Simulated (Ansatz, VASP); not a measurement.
Two plane-wave programs on NaF (Villiaumite)

```xyz
2
Lattice="0.0000 2.3200 2.3200 2.3200 0.0000 2.3200 2.3200 2.3200 0.0000" Properties=species:S:1:pos:R:3 pbc="T T T"
Na    0.0000    0.0000    0.0000
F     2.3200    2.3200    2.3200
```

Alike in both runs: task single point; functional LDA; k mesh 10 × 10 × 10; occupations fermi-dirac, width 0.05 eV; no spin polarisation.

|  | VASP | Ansatz |
| --- | --- | --- |
| version | VASP 6.6.1 | Ansatz 0.2.0 |
| potentials or method | VASP PAW LDA potentials, release 64 (Na_pv, F) | Ansatz PAW |
| plane-wave cutoff (eV) | 520 | 420 |
| valence electrons in the cell | 14 | 16 |

Ansatz gave:

| Item | Value |
| --- | --- |
| gap on the k mesh at the Fermi level (eV) | 5.96 |
| least direct gap on the mesh (eV) | 5.96 |
| pressure (GPa) | -4.5 |

Estimate VASP's values.

gap on the k mesh at the Fermi level (eV): 5.93; least direct gap on the mesh (eV): 5.93; pressure (GPa): -4.6.

The two sets of potentials don't hold the same shells in valence.

Caveats: the pressure holds a Pulay correction of +0.7 GPa for the finite cutoff (Ansatz); the PAW data sets come from PBE, with cores solved anew for the run's functional, which leaves a small shift of forces and pressure (Ansatz). A k mesh can miss the band edges. As with any semilocal functional, this LDA gap is likely too small.
